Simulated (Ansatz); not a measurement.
The cell is COD entry 9000001, as deposited and not checked against the literature; nothing was relaxed.

Input and log of a run on PbS: DFT, PBE, all-electron PAW with datasets made for the crystal, scalar-relativistic (Ansatz 0.2.0).

```yaml
crystal:
  lattice:
    - [0.0, 2.965, 2.965]
    - [2.965, 0.0, 2.965]
    - [2.965, 2.965, 0.0]
  atoms:
    - { symbol: Pb, position: [0.0, 0.0, 0.0] }
    - { symbol: S, position: [0.5, 0.5, 0.5] }
kpoints:
  mp_grid: { grid: [8, 8, 8] }
  band_path:
    path:
      - [0.0, 0.0, 0.0]
      - [0.5, 0.0, 0.5]
      - [0.625, 0.25, 0.625]
      - [0.375, 0.375, 0.75]
      - [0.0, 0.0, 0.0]
      - [0.5, 0.5, 0.5]
      - [0.5, 0.25, 0.75]
      - [0.5, 0.0, 0.5]
    npoints: 8
scf:
  occupations: { method: fermi_dirac, width: 0.01 }
hamiltonian:
  xc: pbe
  pseudopotentials: { kind: all_electron, datasets: crystal }
output:
  forces: true
  stress: true
  eigenvalues: true
  efg: { contact_densities: true }
```

The log:

```
hamiltonian.pseudopotentials.datasets: crystal makes datasets for this crystal and solves the spheres of its atoms anew in each pass: cutoff 260.0 eV, the density's 1040.0 eV; for an error of 0.50 meV an atom under PBE, 1.0 meV for the cell; an energy difference from a run of another recipe may be off by several times the error for the cell, under r2SCAN by more, where some 0.1 meV an atom stays at smaller errors; S in spheres of 1.376 Å, 6 of its electrons in bands; Pb in spheres of 1.376 Å, 14 of its electrons in bands
Pb: output.efg is read without spin–orbit coupling, which moves field gradients at and beside such atoms by some per cent and up to a factor of two; PAW files take it under magnetization.noncollinear and magnetization.spin_orbit
Engine: ansatz 0.2.0
Pseudopotentials: kind: all_electron
Pseudopotential: Pb, paw, valence charge 14, recommended cutoff 260 eV (normal), Koelling and Harmon's equation, gaussian nucleus
Pseudopotential: S, paw, valence charge 6, recommended cutoff 260 eV (normal), Koelling and Harmon's equation, gaussian nucleus
Functional definition: PBE
  parameter kappa = 0.804
  parameter beta = 0.06672455060314922
  exchange = pbe_x(kappa = kappa, mu = beta*pi^2/3)
  correlation = pbe_c(beta = beta)
Crystal: 2 atoms, lattice volume = 52.132 Å³
Basis set: ecut = 260 eV, 531 PW (Γ), exchange–correlation on 48×48×48 points (8 copies of the dense FFT grid, shifted against one another)
Bands: 14, of which v1, the nominal top of the filled ones, is band 10 counted from 1 (9 counted from 0)
Symmetry: 48 space group operations
Space group: Fm-3m (ITA 225), of the structure as read, at distance tolerance 3.7e-5 Å
k-points: 29 of 512
Non-local potential: Pb, projectors of the file, l = 0: 1, l = 1: 1, l = 2: 2
Non-local potential: S, projectors of the file, l = 0: 1, l = 1: 1, l = 2: 2
PAW form: soft (Blöchl's): semilocal exchange-correlation on the pseudo side does not see the compensation charge
PAW one-centre angular grid: Pb, 590 points (default); XC on its mesh's 1809 points in the sphere
PAW one-centre angular grid: S, 110 points (default); XC on its mesh's 1989 points in the sphere
Initial density: superposition of atomic densities (neutral atoms: chi_scale 0, normalization atom)
Initial wavefunctions: pseudopotential atomic-orbital guess
Functional: x = pbe(κ = 0.804, μ = 0.2195149727645171), c = pbe(β = 0.06672455060314922)
iter 1 solved again at ethr=8.71e-3 eV; its pass at ethr=1.00e-1 eV (dr2=1.74e0 eV) is discarded
SCF iter   1: F=—  HF=-578930.832435 eV  |F-HF|=—  |Δ(HF+E_count)|=         —  Δρ=3.74e-2  dr2=1.74e0  ethr=8.71e-3  ⟨swp⟩=2.7  Hψ=2077  notcnv=0
preconditioner: auto → none  [insulator: Δε(μ)=0.829 eV  Ē_g=15.199 eV  σ=0.010 eV  W_gap=1.00  n_scr=14 (ndim 8)  ℏωp=23.0 eV  f_vac=0.000  D(μ)=0.00/eV (n_scr^D=0)  ε∞_Penn≈3.3]
SCF iter   2: F=—  HF=-578930.416734 eV  |F-HF|=—  |Δ(HF+E_count)|=   4.16e-1  Δρ=1.92e-2  dr2=2.60e-1  ethr=8.70e-3  ⟨swp⟩=3.0  Hψ=1045  notcnv=0
iter 3 solved again at ethr=8.53e-5 eV; its pass at ethr=1.30e-3 eV (dr2=1.71e-2 eV) is discarded
SCF iter   3: F=—  HF=-578930.350470 eV  |F-HF|=—  |Δ(HF+E_count)|=   6.63e-2  Δρ=6.03e-3  dr2=1.71e-2  ethr=8.53e-5  ⟨swp⟩=2.3  Hψ=2001  notcnv=0  defer=7
SCF iter   4: F=—  HF=-578930.352417 eV  |F-HF|=—  |Δ(HF+E_count)|=   1.95e-3  Δρ=4.58e-4  dr2=1.24e-4  ethr=8.53e-5  ⟨swp⟩=3.2  Hψ=910  notcnv=0  defer=2
SCF iter   5: F=—  HF=-578930.353624 eV  |F-HF|=—  |Δ(HF+E_count)|=   1.21e-3  Δρ=1.23e-4  dr2=7.50e-6  ethr=6.22e-7  ⟨swp⟩=3.1  Hψ=1099  notcnv=0  defer=4
SCF iter   6: F=—  HF=-578930.353629 eV  |F-HF|=—  |Δ(HF+E_count)|=   5.14e-6  Δρ=5.59e-5  dr2=2.80e-6  ethr=3.75e-8  ⟨swp⟩=3.0  Hψ=768  notcnv=0  defer=1
SCF iter   7: F=-578930.353629 eV  HF=-578930.353629 eV  |F-HF|=3.03e-9  |Δ(HF+E_count)|=   3.09e-7  Δρ=6.31e-6  dr2=1.79e-8  ethr=1.40e-8  ⟨swp⟩=3.0  Hψ=824  notcnv=0  defer=1
SCF 1 converged in 7 iterations: F = -578930.353630 eV  dr2 = 1.79e-8
  Residual-converged pass: ⟨swp⟩=3.9  Hψ=1024  notcnv=0  max |occ|·‖R‖ = 5.2e-6 eV (tolerance 5.3e-6 eV)  dr2=1.72e-8  dr2_onsite=3.67e-8  max |Δocc| = 4.7e-14
  greatest PAW one-centre occupation: 0.979 electrons in one spin orbital (limit 2), on the Pb atom at site 0 (counted from 0), in its partial waves of l = 2
NSCF: frozen V_eff on 57 k-points
SCF converged after 7 iterations
Free energy (F): -578930.353630 eV
Harris-Foulkes:  -578930.353630 eV  (|F-HF|=3.03e-9)
Internal energy: -578930.353630 eV  (E = F + TS)
E sigma→0 (E₀):  -578930.353630 eV
Past the cutoff: the bands carry plane waves up to 1.75 times it, of which those up to 1.5 times it add -0.000189 eV an atom, each by itself; the spheres take 0.000335 eV an atom off the energy for waves past 1.75 times it
By the cutoff:   a pressure is off by up to 0.006 GPa (1.2 times the spheres' own share and the shells' term, over an atom's volume, and 0.004 GPa: a bound that held against runs at twice the plane waves)
Past the cutoffs: a stress includes 0.0007 GPa for waves and charges beyond them, in addition to the slope of what the spheres take
In the spheres:  the bands' charges fall short by 2.0e-7 e at most (sound up to 1e-3)
Fermi energy:    11.698067 eV
--- Per-component energies (eV) ---
  The terms above E_closure are by the made datasets' own strengths, without shells solved beside the bands.
--- Forces (eV/Å), atoms counted from 1 ---
  atom   1  Pb    -0.00000000    -0.00000000    -0.00000000
  atom   2  S      0.00000000    -0.00000000     0.00000000
  max |Σ_I F_I| component: 2.43e-30 eV/Å
--- Stress (GPa, compression-positive) ---
        2.285441       0.000000       0.000000
       -0.000000       2.285441      -0.000000
       -0.000000       0.000000       2.285441
  P = ⅓ Tr σ = 2.2854 GPa (22.854 kbar)
--- PAW observables at the nuclei: V_zz in 10²¹ V/m², potentials from the cell's mean, atoms counted from 1 ---
  atom   1  Pb V_zz =    -0.000000   η = 0.0000   by run symmetry: forbidden
            electrostatic potential = -17478.097692 V   contact ρ = 16521575.032025 e/Å³
  atom   2  S  V_zz =    -0.000000   η = 0.0000   by run symmetry: forbidden
            electrostatic potential = -1636.551715 V   contact ρ = 19788.160332 e/Å³
--- Band table (eV; the first three rows and the last of 29) ---
  k-point 0: bands = ["-5.3220", "-5.3220", "-5.3220", "-5.3064", "-5.3064", "-2.0908", "5.4890", "9.3343", "9.3343", "9.3343", "16.7311", "16.7311"]
  k-point 1: bands = ["-5.3212", "-5.3192", "-5.3192", "-5.3070", "-5.3070", "-1.9576", "5.0331", "9.3762", "9.3762", "9.6773", "15.5010", "15.9416"]
  k-point 2: bands = ["-5.3257", "-5.3257", "-5.3199", "-5.2951", "-5.2951", "-1.5878", "4.0584", "9.4950", "9.4950", "10.3439", "13.8702", "14.7277"]
  k-point 28: bands = ["-5.4170", "-5.3054", "-5.3054", "-5.3050", "-5.2608", "-0.3775", "3.5754", "7.0793", "7.0793", "10.4855", "13.7021", "16.1739"]
```
